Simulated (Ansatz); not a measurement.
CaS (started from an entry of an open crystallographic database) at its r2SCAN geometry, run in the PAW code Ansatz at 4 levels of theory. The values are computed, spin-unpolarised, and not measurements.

The LDA input:
```yaml
crystal:
  lattice:
    - [0.0, 2.8479357442, 2.8479357442]
    - [2.8479357442, 0.0, 2.8479357442]
    - [2.8479357442, 2.8479357442, 0.0]
  atoms:
    - { symbol: Ca, position: [0.0, 0.0, 0.0] }
    - { symbol: S, position: [0.5, 0.5, 0.5] }
kpoints:
  mp_grid: { grid: [8, 8, 8] }
  band_path:
    path:
      - [0.0, 0.0, 0.0]
      - [0.5, 0.0, 0.5]
      - [0.625, 0.25, 0.625]
      - [0.375, 0.375, 0.75]
      - [0.5, 0.5, 0.5]
      - [0.5, 0.25, 0.75]
      - [0.0, 0.5, 0.5]
    npoints: 1
hamiltonian:
  xc: lda
scf:
  occupations: { method: fixed }
  n_extra_bands: 4
output:
  forces: true
  stress: true
  eigenvalues: true
  write_density: true
  write_potential: true
  elf: true
  volumetric_format: npy
```

Main results, then, where recorded, the levels near the gap in eV from the Fermi energy (columns number the bands from 0), one row a point of the path (Γ, X, U, K, L, W, X):
```
Crystal: 2 atoms, lattice volume = 46.198 Å³
Symmetry: 48 space group operations
Space group: Fm-3m (ITA 225)
```
```
Basis set: ecut = 420 eV, 893 PW (Γ)
Bands: 12, of which v1, the nominal top of the filled ones, is band 8 counted from 1 (7 counted from 0)
k-points: 29 of 512
Free energy (F): -2646.657726 eV
Fermi energy:    5.734752 eV
--- Stress (GPa, compression-positive) ---
       -4.102987       0.000000       0.000000
        0.000000      -4.102987       0.000000
        0.000000       0.000000      -4.102987
  P = ⅓ Tr σ = -4.1030 GPa (-41.030 kbar)
```
```tsv
band_5	band_6	band_7	band_8	band_9	band_10
0.000	0.000	0.000	3.870	3.967	3.967
-2.319	-0.821	-0.821	2.152	5.457	5.748
-2.080	-1.921	-1.044	3.487	6.130	6.246
-2.080	-1.921	-1.044	3.487	6.130	6.246
-3.173	-1.187	-1.187	5.009	5.882	6.014
-1.823	-1.823	-1.592	4.644	4.644	5.806
-2.319	-0.821	-0.821	2.152	5.457	5.748
```

With LDA the valence top lies at Γ and the conduction bottom at X, 2.15 eV higher; the smallest vertical gap, at X, is 2.97 eV.

r2SCAN. Against the first input these blocks differ (the band path and keys that only write files left aside):
```yaml
hamiltonian:
  xc: r2scan
```

```
Basis set: ecut = 500 eV, 1211 PW (Γ)
Bands: 12, of which v1, the nominal top of the filled ones, is band 8 counted from 1 (7 counted from 0)
k-points: 29 of 512
Free energy (F): -2732.411438 eV
Fermi energy:    5.723255 eV
--- Stress (GPa, compression-positive) ---
       -0.004668       0.000000       0.000000
        0.000000      -0.004668       0.000000
        0.000000       0.000000      -0.004668
  P = ⅓ Tr σ = -0.0047 GPa (-0.047 kbar)
```
```tsv
band_5	band_6	band_7	band_8	band_9	band_10
0.000	0.000	0.000	4.661	4.661	4.661
-2.318	-0.828	-0.828	2.801	6.174	6.758
-2.066	-1.874	-1.034	4.162	6.896	7.024
-2.066	-1.874	-1.034	4.162	6.896	7.024
-3.103	-1.154	-1.154	5.778	6.670	6.799
-1.802	-1.802	-1.552	5.347	5.347	6.631
-2.318	-0.828	-0.828	2.801	6.174	6.758
```

r2SCAN gives an indirect gap of 2.80 eV, from Γ to X; the least direct gap is 3.63 eV at X. The mean stress is close to zero (0.00 GPa).

r2SCANh. Against the first input these blocks differ (the band path and keys that only write files left aside):
```yaml
kpoints:
  mp_grid: { grid: [6, 6, 6] }
hamiltonian:
  xc: r2scanh
```

```
Basis set: ecut = 500 eV, 1211 PW (Γ)
Bands: 12, of which v1, the nominal top of the filled ones, is band 8 counted from 1 (7 counted from 0)
k-points: 16 of 216
hybrid outer 1: dexx = +3.243e-4 eV, tail = 5.77e-7 eV
hybrid outer 2: dexx = +2.788e-8 eV, tail = 1.90e-8 eV, Δε = 4.06e-4 eV
Free energy (F): -2732.273265 eV
Fermi energy:    5.372340 eV
--- Stress (GPa, compression-positive) ---
       -0.031849       0.000000       0.000000
        0.000000      -0.031849       0.000000
        0.000000       0.000000      -0.031849
  P = ⅓ Tr σ = -0.0318 GPa (-0.318 kbar)
```
```tsv
band_5	band_6	band_7	band_8	band_9	band_10
0.000	0.000	0.000	5.401	5.401	5.401
-2.442	-0.872	-0.872	3.429	6.999	7.369
-2.173	-1.959	-1.079	4.839	7.752	7.872
-2.173	-1.959	-1.079	4.839	7.752	7.872
-3.246	-1.193	-1.193	6.351	7.518	7.688
-1.892	-1.892	-1.619	6.090	6.090	7.382
-2.442	-0.872	-0.872	3.429	6.999	7.369
```

r2SCANh gives an indirect gap of 3.43 eV, from Γ to X; the least direct gap is 4.30 eV at X. The mean stress, 0.0 GPa, is small, and the program warns that its thresholds are loose for a hybrid's stress.

HSE06. Against the first input these blocks differ (the band path and keys that only write files left aside):
```yaml
kpoints:
  mp_grid: { grid: [6, 6, 6] }
hamiltonian:
  xc: hse06
```

```
Basis set: ecut = 420 eV, 893 PW (Γ)
Bands: 12, of which v1, the nominal top of the filled ones, is band 8 counted from 1 (7 counted from 0)
k-points: 16 of 216
Exchange kernel: α = 0.2500, screened, ω = 0.2079 Å⁻¹, Wigner–Seitz truncation, v(0) = 1046.6625 eV·Å³, q-mesh 6×6×6
hybrid outer 1: dexx = +6.159e-3 eV, tail = 9.20e-6 eV
hybrid outer 2: dexx = +2.335e-7 eV, tail = 1.31e-8 eV, Δε = 1.27e-3 eV
Free energy (F): -2724.802616 eV
Fermi energy:    5.335037 eV
--- Stress (GPa, compression-positive) ---
        0.085357       0.000000       0.000000
        0.000000       0.085357       0.000000
        0.000000       0.000000       0.085357
  P = ⅓ Tr σ = 0.0854 GPa (0.854 kbar)
```
```tsv
band_5	band_6	band_7	band_8	band_9	band_10
0.000	0.000	0.000	5.179	5.478	5.478
-2.543	-0.906	-0.906	3.411	7.117	7.134
-2.259	-2.031	-1.108	4.838	7.887	7.902
-2.259	-2.031	-1.108	4.838	7.887	7.902
-3.376	-1.213	-1.213	6.177	7.652	7.889
-1.963	-1.963	-1.672	6.142	6.142	7.356
-2.543	-0.906	-0.906	3.411	7.117	7.134
```

The HSE06 gap is indirect, 3.41 eV (Γ to X), below the direct gap of 4.32 eV at X. The mean stress, +0.1 GPa, is small, and the program warns that its thresholds are loose for a hybrid's stress.

Small level splittings and stresses of the hybrids carry the error of their coarser meshes.

Totals of different functionals can't be compared.

The meshes of the hybrids are coarse, so their gaps aren't converged to the digits shown.
